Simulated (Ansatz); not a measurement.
# MnO2 under changes of volume

One of the cells (10.800 Å³/atom); the others are scaled copies at fixed shape and fractional positions:

```
CELL_PARAMETERS angstrom
1.42843 0.82471 4.58393
-1.42843 0.82471 4.58393
0.00000 -1.64941 4.58393
ATOMIC_POSITIONS crystal
Mn 0.00000 0.00000 0.00000
O 0.73564 0.73564 0.73564
O 0.26436 0.26436 0.26436
```

Measurements of this composition are mostly on another form, of space group No. 136.

```yaml
Program: Ansatz 0.2.0
Functional: LDA
Potentials_or_basis: Ansatz PAW
Cutoff: "420 eV (not typed: the program's choice for these potentials)"
k_mesh: 11 × 11 × 11
Occupations: fermi-dirac, width 0.05 eV
Spin: collinear spin, ferromagnetic start
Starting_moments: "[4.0, 0.0, 0.0] μB"
```

```tsv
volume (Å³/atom)	energy over the lowest point (meV/atom)	pressure (GPa)	gap on the mesh (eV)	largest force (eV/Å)
10.152	2.80	4.5	0.24	0.386
10.368	0.00	-0.4	0.33	0.047
10.584	?	?	?	?
10.800	12.72	-8.7	0.48	0.552
11.016	26.90	-12.2	0.55	0.816
11.232	45.51	-15.3	0.62	1.059
11.448	68.07	-18.1	0.68	1.282
```

What does the run at 10.584 Å³/atom give?

Energy over the lowest point 3.54 meV/atom; pressure -4.8 GPa; gap on the mesh 0.40 eV; largest force 0.265 eV/Å.

Worked out: A Birch-Murnaghan fit of order 3 (a polynomial in V^(-2/3)) to the other rows has its minimum at 10.35 Å³/atom with B0 = V·E''(V) = 227 GPa and B' = 4.7 at fixed shape and positions, which overstates the stiffness. It gives 3.54 meV/atom at 10.584 Å³/atom, against the run's 3.54, and -dE/dV = -4.8 GPa, against -4.8. A straight line through the other rows of the gap, of slope 3.66 eV per unit of ln V, gives 0.40 eV, against the run's 0.40.

Energies are extrapolated to zero smearing.

Caveats: odd divisions of the mesh miss points on the zone boundary, where band edges often lie, so the gap on the mesh can be too wide; a cell with one magnetic atom can't hold antiferromagnetic order, which such compounds often take; the PAW data sets come from PBE, with cores solved anew for the run's functional, which leaves a small shift of forces and pressure; forces of over 1 eV/Å show positions far from the minimum, so gaps and moduli don't describe the material at rest (some runs).

A mesh can miss the band edges.
